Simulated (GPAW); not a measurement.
Runs of GPAW 26.7.0 on CuO. The structure is tetragonal, space group P4/mmm (No. 123). Conventional cell: a = 4.161 Å, b = 4.161 Å, c = 3.888 Å, α = 90.00°, β = 90.00°, γ = 90.00°. Cu (site symmetry mmm) is surrounded by 4 O at 1.94 to 2.08 Å. Cu (site symmetry 4/mmm) has 6 O at 1.94 to 2.08 Å as nearest neighbours. Around O (site symmetry 4/mmm) lie 6 Cu at 1.94 to 2.08 Å. Around O (site symmetry mmm) lie 4 Cu at 1.94 to 2.08 Å. Measurements of this composition are mostly on another form, of space group No. 15.

```csv
task,level,potentials or basis,U,cell,k mesh,cutoff (eV),maxiter,convergence,optimizer,fmax,max steps,mesh quality,gap on the mesh (eV),pressure (GPa)
single point,LDA,"the program's PAW data sets (release 1.2.1) made for this functional, pw",-,as given,5 × 5 × 6,600,120,default,-,-,-,not flagged,none,-13.6
relaxation of cell and atoms,PBEsol+D3,"PAW data sets generated in the run's folder for this functional, pw",-,relaxed,4 × 4 × 4,800,150,-,BFGS,0.02 eV/Å,100,coarse,none,-0.1
band structure,PBEsol,"PAW data sets generated in the run's folder for this functional, pw",-,as given,4 × 4 × 5,800,150,-,-,-,-,coarse,-,-3.3
band structure,LDA,"the program's PAW data sets (release 1.2.1) made for this functional, pw",-,as given,4 × 4 × 5,800,150,-,-,-,-,coarse,-,-10.2
band structure,r2SCAN+U,"GPAW PAW data sets (gpaw-data 1.2.1), pw",Cu d U = 4.5 eV,as given,4 × 4 × 4,800,150,-,-,-,-,coarse,-,(a)
```

Alike in all rows: no spin polarisation; smearing fermi-dirac 0.05 eV.

Task: Estimate the missing entries.

Result: (a) -3.2.

Caveats: some runs use coarse meshes; with this Cu data set, volumes or pressures lay over 1.5 % or 2 GPa off other programs in two to four cells of ten; an odd number of electrons without spin polarisation forces a metal; a magnetic or distorted state may lie lower; the run has no spin polarisation, though such a crystal can be magnetic; semilocal functionals often make such compounds metallic where correlation or magnetic order opens a gap, which also shifts bond lengths (some runs); the cutoff is short for stress and forces, so pressures can be off by a GPa or more (some runs); later steps reuse the first step's grids (some runs).

A k mesh can miss the band edges.

A gap of «none» marks a metal or a gap under the smearing width.

Not every run made on this cell is shown here.
